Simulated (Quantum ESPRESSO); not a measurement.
## SnTe under changes of volume

One of the cells (31.281 Å³/atom); the others are scaled copies at fixed shape and fractional positions:

```
Te Sn
1.0
     0.00000    3.15085    3.15085
     3.15085    0.00000    3.15085
     3.15085    3.15085    0.00000
Te Sn
1 1
Direct
  0.50000 0.50000 0.50000
  0.00000 0.00000 0.00000
```

- Program: Quantum ESPRESSO 7.5
- Functional: r2SCAN
- Potentials or basis: SG15 PBE 1.2
- Cutoff: 952 eV
- Density cutoff: 3810 eV
- k mesh: 5 × 5 × 5
- Occupations: fermi-dirac, width 0.05 eV
- Spin: no spin polarisation

```tsv
volume (Å³/atom)	energy over the lowest point (meV/atom)	pressure (GPa)
29.404	28.97	4.1
30.030	15.31	2.9
30.656	6.21	1.8
31.281	?	?
31.907	0.00	-0.1
32.532	2.14	-1.0
33.158	7.36	-1.7
```

What does the run at 31.281 Å³/atom give?

Energy over the lowest point 1.24 meV/atom; pressure 0.8 GPa.

Worked out: A Birch-Murnaghan fit of order 3 (a polynomial in V^(-2/3)) to the other rows has its minimum at 31.81 Å³/atom with B0 = V·E''(V) = 45 GPa and B' = 4.0. It gives 1.24 meV/atom at 31.281 Å³/atom, against the run's 1.24, and -dE/dV = 0.8 GPa, against 0.8.

Energies are extrapolated to zero smearing.

Caveats: the potentials were made for another functional, which shifts forces and pressure.
